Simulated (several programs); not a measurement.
# AgCl (h-MgO type) from semi-empirical methods to plane-wave DFT

AgCl (h-MgO type), relaxed with r2SCAN in Ansatz, was computed with several methods. Space group P6_3/mmc (No. 194), hexagonal; conventional cell a = 4.518 Å, c = 5.723 Å, 25.30 Å³ an atom. Around Ag lie 5 Cl at 2.61–2.86 Å; around Cl lie 5 Ag at 2.61–2.86 Å. All values are calculated for a non-magnetic cell, which may be hypothetical.

```xyz
4
Lattice="4.5184 0.0000 0.0000 -2.2592 3.9130 0.0000 0.0000 0.0000 5.7230" Properties=species:S:1:pos:R:3 pbc="T T T"
Ag    0.0000    2.6087    1.4308
Ag    2.2592    1.3043    4.2923
Cl    2.2592    1.3043    1.4308
Cl    0.0000    2.6087    4.2923
```

Gaps and times are for a single point on this cell; volume and bulk modulus come from each method's own relaxation or energy curve at fixed shape, which is too stiff where a cell has free coordinates or axes. Times are rough, from shared hosts (Arm Neoverse V2), and each method has its own mesh and cell size. A double dagger marks a value from a curve with shape and coordinates held. PM6 (MOPAC), PM7 (MOPAC), GFN1-xTB (tblite), GFN2-xTB (tblite) treat a cluster of cells at its zone centre, which samples few k points: where these miss a band edge, the gap comes out too large for that reason alone. Gaps from k meshes are read at a limited set of points (mesh, symmetry points, PBE's band edges), so each method's own least gap may be somewhat smaller. xTB and the PM methods were fitted mostly to molecules, and can miss a solid's gap by electronvolts. Minimal bases can be far off for gaps. Times of the plane-wave ladder aren't listed, since it ran on unlike processors and cards. GLLB-SC's gap includes the derivative discontinuity. d marks a direct gap, i an indirect one (no mark: not told apart), a dash a value that wasn't computed or didn't pass its checks.

| method | kind | gap (eV) | own volume (Å³/atom) | bulk modulus (GPa) | atoms computed | processor time |
| --- | --- | --- | --- | --- | --- | --- |
| PBEsol | semilocal | – | 24.03 | – | 4 | – |
| light PBE (260 eV and a coarse mesh) | light plane-wave | 1.42 d | – | – | 4 | 1 s |
| GFN1-xTB (tblite) | tight binding | 2.50 | 25.92‡ | 47‡ | cluster | 2.9 s |
| PBE | semilocal | 1.37 i | 26.37 | 33‡ | 4 | – |
| GFN2-xTB (tblite) | tight binding | 2.85 | 24.68‡ | 46‡ | cluster | 5.3 s |
| LDA | semilocal | 1.06 i | 22.73 | – | 4 | – |
| PBE/SZV (CP2K) | small basis | 1.25 i | – | – | 4 | 6.9 s |
| r2SCAN | semilocal | 1.82 i | 25.30 | 39‡ | 4 | – |
| PM7 (MOPAC) | semi-empirical | 2.48 | – | – | cluster | 23 s |
| PBE/DZVP (CP2K) | small basis | 1.33 i | 26.66‡ | 33‡ | 4 | 23 s |
| PBE+SOC | semilocal | 1.27 d | – | – | 4 | – |
| PM6 (MOPAC) | semi-empirical | 1.84 | – | – | cluster | 59 s |
| PBE/single zeta (GPAW) | small basis | 1.04 i | – | – | 4 | 61 s |
| GLLB-SC (GPAW) | model potential | 3.19 | – | – | 4 | 110 s |
| LC-ωPBE | hybrid | 8.10 i | – | – | 4 | – |
| Hartree-Fock | exact exchange | 10.38 i | – | – | 4 | – |
| PBE0 | hybrid | 3.57 i | – | – | 4 | – |
| HSE06 | hybrid | 2.85 i | 26.21 | – | 4 | – |
| DDH-PBE0 | hybrid | 3.49 i | – | – | 4 | – |

Against HSE06 (2.85 eV) and with closed or daggered gaps left aside, the nearest gap at the points sampled is that of GFN2-xTB (tblite) (0.00 eV) and the farthest that of Hartree-Fock (+7.53 eV). HSE06 is only a yardstick of convenience, and nearness to it can be luck.

Volumes against r2SCAN's: PBEsol -5.0 %, PBE +4.3 %, LDA -10.1 %, HSE06 +3.6 %.

Only the rows marked +SOC include spin-orbit coupling.
